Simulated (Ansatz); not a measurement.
Crystal: CuO.

```
Cu O
1.0
     2.34465   -1.71340    0.00000
     2.34465    1.71340    0.00000
    -0.86055    0.00000    5.05944
Cu O
2 2
Direct
  0.00320 0.49680 0.00000
  0.49680 0.00320 0.50000
  0.57140 0.40560 0.25370
  0.40560 0.57140 0.75370
```

Base run:

* Program: Ansatz 0.2.0
* Functional: PBE
* Potentials or basis: Ansatz PAW
* Cutoff: 420 eV (not typed: the program's choice for these potentials)
* k mesh: 10 × 10 × 5
* Occupations: fermi-dirac, width 0.05 eV
* Spin: no spin polarisation
* Hubbard terms: Cu d U = 5.3 eV

Its results: band gap on the k mesh none (metal or under the smearing width); pressure 8.3 GPa; largest force 0.838 eV/Å.

Question: The run is repeated on the same cell with these changes: cutoff from 420 eV (not typed: the program's choice for these potentials) to 350 eV; hubbard terms from Cu d U = 5.3 eV to none; hubbard projectors from ortho-atomic (the default) to none. What comes out?

Answer: Band gap on the k mesh none (metal or under the smearing width); pressure 5.4 GPa; largest force 0.760 eV/Å.

Caveats: the run has no spin polarisation, though such a crystal can be magnetic; U without spin polarisation on a metal has little footing (some runs); the pressure holds a Pulay correction of +7.8 GPa for the finite cutoff (some runs); semilocal functionals often make such compounds metallic where correlation or magnetic order opens a gap, which also shifts bond lengths (some runs); the cutoff lies under the one recommended for these potentials (some runs).
